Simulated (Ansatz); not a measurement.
# ZnS (P6_3mc): equation of state

The task here is to estimate one member of a computed series from the others.

Method: DFT PBE, scalar-relativistic, plane waves, PAW, in Ansatz 0.2.0.

1 further run of the same task is left out (it didn't finish). Runs told in other sessions of the task aren't counted.

**The structure to begin with**

It takes space group P6_3mc (No. 186, hexagonal). The conventional cell has a = 3.846 Å, b = 3.846 Å, c = 6.304 Å, α = 90.00°, β = 90.00°, γ = 120.00°. Around Zn (site symmetry 3m) lie 4 S at 2.36 Å. S (site symmetry 3m) has 4 Zn at 2.36 Å in its first shell of neighbours.

As a file:

```
Zn S
1.0
     3.84575    0.00000    0.00000
    -1.92287    3.33051    0.00000
     0.00000    0.00000    6.30438
Zn S
2 2
Direct
  0.33333 0.66667 0.00520
  0.66667 0.33333 0.50520
  0.33333 0.66667 0.37980
  0.66667 0.33333 0.87980
```

This cell comes from an earlier session at PBE: 20.187 Å³/atom at -0.01 GPa, on a 10×10×6 mesh.

Volume factors to run: 0.980, 1.020, 0.960, 1.040.

The first run:

The input, input.yaml:

```yaml
crystal:
  lattice:
    - [3.8199361204, 0.0, 0.0]
    - [-1.9099680602, 3.3081617211, 0.0]
    - [0.0, 0.0, 6.2620631414]
  atoms:
    - { symbol: Zn, position: [0.3333333333, 0.6666666667, 0.005201937] }
    - { symbol: Zn, position: [0.6666666667, 0.3333333333, 0.505201937] }
    - { symbol: S, position: [0.3333333333, 0.6666666667, 0.379798063] }
    - { symbol: S, position: [0.6666666667, 0.3333333333, 0.879798063] }
basis:
  ecutwfc: 420
  ecutrho_ratio: 4
kpoints:
  mp_grid: { grid: [10, 10, 6] }
hamiltonian:
  xc: pbe
scf:
  occupations: { method: gaussian, width: 0.05 }
output:
  forces: true
  stress: true
  eigenvalues: true
relax:
  f_tol: 0.01
  max_steps: 40
  cell: { stress_tol: 0.1, fix: [volume] }
```

Started as:

```console
ansatz run input.yaml --threads 2 --pin off --max-ram 2662MiB --backend cpu --events-out ev --progress --plain --runs-dir out
```

Steps of the session up to this table: Scaling the volume by 0.980; At 1.020 of the relaxed volume; At 0.960 of the relaxed volume; Scaling the volume by 1.040.

One table of the session follows, with a row left open; its other results are not shown here.

It belongs to the step «Energy and pressure against volume». 

```
volume (Å³/atom)  energy (meV/atom)  pressure (GPa)  gap (eV)
          19.380               7.46            3.08      2.26
          19.783                  ?               ?         ?
          20.187               0.00           -0.01      2.08
          20.591               1.70           -1.32      1.99
          20.995               6.53           -2.50      1.91
```

**Question.** Estimate the row for volume (Å³/atom) = 19.783.

Worked estimate for «energy (meV/atom)». A straight line through the neighbours (19.380, 7.46) and (20.187, 0.00) gives 7.46 + (0.00 − 7.46) × (19.783 − 19.380) / (20.187 − 19.380) = 3.73; a parabola fitted to 3 rows on both sides gives 1.93.

The run gave: energy (meV/atom): 1.78; pressure (GPa): 1.45; gap (eV): 2.17. In «energy (meV/atom)» the line misses by +1.95 and the parabola by +0.15.
